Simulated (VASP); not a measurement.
# MnO2 under changes of volume

One of the cells (11.056 Å³/atom); the others are scaled copies at fixed shape and fractional positions:

```
Mn O
1.0
     2.87550    0.00000    0.00000
    -1.43775    2.49025    0.00000
     0.00000    0.00000    4.63185
Mn O
1 2
Direct
  0.00000 0.00000 0.50000
  0.33333 0.66667 0.70629
  0.66667 0.33333 0.29371
```

Measurements of this composition are mostly on another form, of space group No. 136.

* Program: VASP 6.6.1
* Functional: PBE
* Potentials or basis: VASP PAW PBE potentials, release 64 (Mn_pv, O)
* Cutoff: 520 eV
* k mesh: 11 × 11 × 6
* Occupations: fermi-dirac, width 0.05 eV
* Spin: collinear spin, ferromagnetic start
* Starting moments: [4.0, 0.0, 0.0] μB

```csv
volume (Å³/atom),energy over the lowest point (meV/atom),pressure (GPa),gap on the mesh (eV),largest force (eV/Å)
10.189,59.18,20.8,0.57,1.311
10.405,34.48,15.3,0.66,0.949
10.622,16.92,10.3,0.74,0.617
11.056,?,?,?,?
11.273,0.00,-1.8,0.95,0.233
11.489,4.31,-5.0,1.01,0.473
```

What does the run at 11.056 Å³/atom give?

Energy over the lowest point 0.29 meV/atom; pressure 1.8 GPa; gap on the mesh 0.88 eV; largest force 0.027 eV/Å.

Worked out: A Birch-Murnaghan fit of order 3 (a polynomial in V^(-2/3)) to the other rows has its minimum at 11.18 Å³/atom with B0 = V·E''(V) = 184 GPa and B' = 4.7 at fixed shape and positions, which overstates the stiffness. It gives 0.29 meV/atom at 11.056 Å³/atom, against the run's 0.29, and -dE/dV = 2.0 GPa, against 1.8. A straight line through the other rows of the gap, of slope 3.64 eV per unit of ln V, gives 0.88 eV, against the run's 0.88.

Energies are extrapolated to zero smearing.

Caveats: an odd mesh through Γ misses points on the zone boundary, where band edges often lie; a cell with one magnetic atom can't hold antiferromagnetic order, which such compounds often take; forces of over 1 eV/Å show positions far from the minimum, so gaps and moduli don't describe the material at rest (some runs).
